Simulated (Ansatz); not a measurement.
Hf3H polymorphs, one row open

All numbers below come from Ansatz 0.2.0, DFT PBE, scalar-relativistic, plane waves, PAW. All cells share a 420 eV cutoff and Γ-centred k meshes spaced at most about 0.3 Å⁻¹ (about 0.25 or finer for metals, 2π included). No spin polarisation.

These are static total energies at zero pressure. Rows are sorted by volume; energies count from the lowest form computed. Coordination counts Hf atoms around H (those within 1.25 times the shortest such distance or 1.15 times the sum of covalent radii).

```
row    form    source  atoms  coordination  V (Å³/atom)  gap on mesh (eV)  ΔE (meV/atom)
  1   P-3m1  invented      4           H 6         17.2                 0             49
  2  P6_322  invented      8           H 6         17.3                 0             76
  3   P-6m2  invented      4           H 6         17.3                 0            137
  4   P-3m1  invented      8           H 4         17.5                 0              0
  5   P-3m1  invented      8           H 4         17.7                 0              ?
  6    Pnma  invented     16           H 4         17.7                 0              6
```

The cell of row 5:

```
Hf H
1.0
     3.21479    0.00000    0.00000
    -1.60739    2.78409    0.00000
     0.00000    0.00000   15.81097
Hf H
6 2
Direct
  0.33333 0.66667 0.07849
  0.66667 0.33333 0.25913
  0.66667 0.33333 0.92151
  0.33333 0.66667 0.74087
  0.33333 0.66667 0.41947
  0.66667 0.33333 0.58053
  0.33333 0.66667 0.20703
  0.66667 0.33333 0.79297
```

Task: Estimate the missing energy, and say where the row ranks.

Result: 35 meV/atom, which puts it above row 6 and below row 1. Counting Hf atoms around H, row 5 and the lowest form (row 4) both have H 4.

An observed structure of this formula, if there is one, may be missing.

The k mesh leaves some 4 meV/atom of noise in the energy of each metallic cell. These runs have no spin–orbit coupling, which can matter for Hf. With hydrogen, zero-point motion can shift such differences by 10 meV/atom or more. Cells relaxed within their symmetry can be saddle points. Some candidate types were left out of the draw beforehand, so a known form may be missing.
